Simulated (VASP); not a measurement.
Write the native input for VASP 6.6.1 that does the following.

```
Task                   : relaxation of cell and atoms
Functional             : PBE
Potentials or basis    : VASP PAW PBE potentials, release 64 (Mg, Sn_d, N)
Cutoff                 : 520 eV
k mesh                 : 4 × 4 × 3
Occupations            : gaussian, width 0.15 eV
Spin                   : no spin polarisation
Further INCAR settings : PREC = Normal; ALGO = Fast; EDIFF = 0.0001; IBRION = 2; EDIFFG = -0.08; NSW = 24; ISIF = 3
```

The structure of MgSn2N2 lies in POSCAR:

```
MgSn2N2
1.0
    4.1233846800      0.0000000000      0.0000000000
    0.0000000000      4.1233846800      0.0000000000
    0.0000000000      0.0000000000      5.5666778600
Mg Sn N
1 2 2
Direct
    0.0000000000      0.0000000000      0.9463695200
    0.5000000000      0.0000000000      0.2507236800
    0.0000000000      0.5000000000      0.2507236800
    0.5000000000      0.0000000000      0.5761908700
    0.0000000000      0.5000000000      0.5761908700
```

The cell was built by a generator and needn't be a form met in nature.

One way to write it, as run:

INCAR

```
SYSTEM = MgSn2N2
PREC = Normal
ENCUT = 520
EDIFF = 1E-4
ISMEAR = 0
SIGMA = 0.15
LREAL = .FALSE.
LASPH = .TRUE.
NELM = 60
ALGO = Fast
ISIF = 3
LWAVE = .FALSE.
LCHARG = .FALSE.
GGA = PE
IBRION = 2
NSW = 24
EDIFFG = -0.08
```

KPOINTS

```
Automatic mesh
0
G
  4 4 3
  0 0 0
```

Potentials or basis: VASP PAW PBE potentials, release 64 (Mg, Sn_d, N).

Command:

```bash
$ cat potpaw_PBE.64/Mg/POTCAR potpaw_PBE.64/Sn_d/POTCAR potpaw_PBE.64/N/POTCAR > POTCAR
$ mpirun -np 1 vasp_std > vasp.out
```

It gave:

```
Relaxed volume                         : 18.88 Å³/atom
Relaxed cell                           : a = 4.251 Å, b = 4.251 Å, c = 5.222 Å, α = 90.00°, β = 90.00°, γ = 90.00°
Space group after relaxing (to 0.05 Å) : P4mm (No. 99)
Energy gained by relaxing              : 1051.4 meV/atom
Ionic steps                            : 17
Pressure after relaxing                : -0.3 GPa
Largest force after relaxing           : 0.027 eV/Å
Band gap on the k mesh                 : none (metal or under the smearing width)
```

Caveat: the k mesh is coarse (spacing up to 0.38 Å⁻¹), so the values aren't converged; the relaxation stopped at a loose force limit of 0.08 eV/Å, so its end isn't a converged minimum.

It took 3.3 min on 1 thread of Intel(R) Xeon(R) Platinum 8259CL CPU @ 2.50GHz (Skylake/Cascade Lake), on a shared host, peak memory 0.17 GiB.
